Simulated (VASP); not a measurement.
# V (Pm-3m) in VASP: notebook, part 2 of 2

VASP 6.6.1.

## Step 5: Single point, RPBE

This run uses another cell than the first one, of 13.87 Å³/atom, 0.920 times its volume.

Contents of INCAR:

```
SYSTEM = V
PREC     = Accurate       ! precision mode
ENCUT    = 520            ! plane-wave cutoff, eV
EDIFF    = 1E-6           ! SCF threshold, eV
ISMEAR   = -1             ! smearing method
SIGMA    = 0.1            ! smearing width, eV
LREAL    = .FALSE.        ! projectors in reciprocal space
LASPH    = .TRUE.         ! aspherical terms in the spheres
NELM     = 80             ! most SCF steps
ALGO     = Normal         ! electronic algorithm
ISIF     = 2              ! what is computed and relaxed
LWAVE    = .FALSE.        ! write WAVECAR
LCHARG   = .TRUE.         ! write CHGCAR
GGA      = RP             ! functional
LELF     = .TRUE.         ! ELF
LVHAR    = .TRUE.       
NBANDS   = 12             ! bands
```

Contents of KPOINTS:

```
regular mesh
0
G
  14 14 14
  0 0 0
```

Contents of POSCAR:

```
V
1.0
    2.4025389868      0.0000000000      0.0000000000
    0.0000000000      2.4025389868      0.0000000000
    0.0000000000      0.0000000000      2.4025389868
V
1
Direct
    0.0000000000      0.0000000000      0.0000000000
```

Potentials or basis: VASP PAW PBE potentials, release 64 (V_sv).

The run is started by

```bash
cat potpaw_PBE.64/V_sv/POTCAR > POTCAR
mpirun -np 1 vasp_std > vasp.out
```

OUTCAR:

```text
SYSTEM = V
   PREC = Accurate
   ENCUT = 520
   EDIFF = 1E-6
   ISMEAR = -1
   LREAL = .FALSE.
   LASPH = .TRUE.
   NELM = 80
   ISIF = 2
   GGA = RP

 ion  position               nearest neighbor table
   1  0.000  0.000  0.000-

  LATTYP: Found a simple cubic cell.
 ALAT       =     2.4025389868

  Lattice vectors:

 A1 = (   2.4025389868,   0.0000000000,   0.0000000000)
 A2 = (   0.0000000000,   2.4025389868,   0.0000000000)
[... 538 lines left out ...]
     10      12.7649      0.00000
     11      19.8018      0.00000
     12      26.0916      0.00000

 [... further k-points ...]

------------------------ aborting loop because EDIFF is reached ----------------------------------------

  FORCE on cell =-STRESS in cart. coord.  units (eV):
  Direction    XX          YY          ZZ          XY          YZ          ZX
  --------------------------------------------------------------------------------------
  -------------------------------------------------------------------------------------
  Total        1.1484232      1.1484232      1.1484232     -0.0000000     -0.0000000     -0.0000000
  in kB      132.6787036    132.6787036    132.6787036     -0.0000000     -0.0000000     -0.0000000
  external PRESSURE =     132.6787036 kB  Pullay stress =       0.0000000 kB

 VOLUME and BASIS-vectors are now :
 -----------------------------------------------------------------------------
  energy-cutoff  :      520.00
  volume of cell :       13.87
      direct lattice vectors                 reciprocal lattice vectors
     2.402538987  0.000000000  0.000000000     0.416226336  0.000000000  0.000000000
     0.000000000  2.402538987  0.000000000     0.000000000  0.416226336  0.000000000
     0.000000000  0.000000000  2.402538987     0.000000000  0.000000000  0.416226336

 POSITION                                       TOTAL-FORCE (eV/Angst)
 -----------------------------------------------------------------------------------
      0.00000      0.00000      0.00000         0.000000      0.000000      0.000000
 -----------------------------------------------------------------------------------
    total drift:                               -0.000000      0.000000      0.000000

  FREE ENERGIE OF THE ION-ELECTRON SYSTEM (eV)
  ---------------------------------------------------
  free  energy   TOTEN  =        -7.6359299320 eV

  energy  without entropy=       -7.5854801593  energy(sigma->0) =       -7.61070505
```

OSZICAR:

```text
N       E                     dE             d eps       ncg     rms          rms(c)
DAV:   1     0.972444020804E+02    0.97244E+02   -0.70876E+03  2896   0.118E+03
DAV:   2    -0.697181115091E+01   -0.10422E+03   -0.10052E+03  2924   0.333E+02
DAV:   3    -0.842980050684E+01   -0.14580E+01   -0.14538E+01  3100   0.464E+01
DAV:   4    -0.843738789725E+01   -0.75874E-02   -0.75873E-02  3164   0.357E+00
DAV:   5    -0.843748359663E+01   -0.95699E-04   -0.95699E-04  3152   0.380E-01    0.171E+01
DAV:   6    -0.764164346546E+01    0.79584E+00   -0.22130E+00  2988   0.220E+01    0.317E+00
DAV:   7    -0.763617435826E+01    0.54691E-02   -0.19671E-02  3004   0.148E+00    0.163E+00
DAV:   8    -0.763600416682E+01    0.17019E-03   -0.60961E-03  2996   0.981E-01    0.913E-02
DAV:   9    -0.763593785704E+01    0.66310E-04   -0.79580E-05  3032   0.123E-01    0.304E-02
DAV:  10    -0.763592978474E+01    0.80723E-05   -0.18732E-05  3016   0.561E-02    0.787E-03
DAV:  11    -0.763592993203E+01   -0.14729E-06   -0.35757E-07  1724   0.952E-03
   1 F= -.76359299E+01 E0= -.76107050E+01  d E =-.504498E-01
```

stdout:

```text
POSCAR found type information on POSCAR V
 POSCAR found :  1 types and       1 ions
 scaLAPACK will be used
 -----------------------------------------------------------------------------
|                                                                             |
|                                                                             |
|     You enforced a specific xc type in the INCAR file but a different       |
|     I HOPE YOU KNOW WHAT YOU ARE DOING!                                     |
|                                                                             |
 -----------------------------------------------------------------------------

 LDA part: xc-table for (Slater+PW92), standard interpolation
 POSCAR, INCAR and KPOINTS ok, starting setup
 FFT: planning ... GRIDC
 FFT: planning ... GRID_SOFT
 FFT: planning ... GRID
 WAVECAR not read
 entering main loop
```

Run time: 12 s. Hardware: 1 thread of Intel Xeon Platinum 8259CL at 2.50GHz (Skylake/Cascade Lake), shared host; peak memory 0.13 GiB.

What came out:

```
Free energy            : -7.6359 eV
Pressure               : 13.3 GPa
Band gap on the k mesh : none (metal or under the smearing width)
```

Caveat: the PAW data sets were made with another functional, which shifts forces and pressure a little.

## Step 6: The runs side by side

```csv
task,cell,k mesh,cutoff (eV),gap on the mesh (eV),pressure (GPa)
single point,"Pm-3m, 15.07 Å³/atom",21 × 21 × 21,520,none,0.7
single point,"Pm-3m, 15.07 Å³/atom",13 × 13 × 13,520,none,0.3
relaxation of cell and atoms,relaxed,13 × 13 × 13,600,none,0.0
single point,"Pm-3m, 13.87 Å³/atom",14 × 14 × 14,520,none,13.3
```

Alike in all rows: level RPBE; potentials or basis VASP PAW PBE potentials, release 64 (V_sv); no spin polarisation; smearing fermi-dirac 0.1 eV.

Every run on the cell as given and a fine mesh finds a metal.

Caveats: the PAW data sets were made with another functional, which shifts forces and pressure a little.

Absolute energies hang on the potentials; compare differences alone.
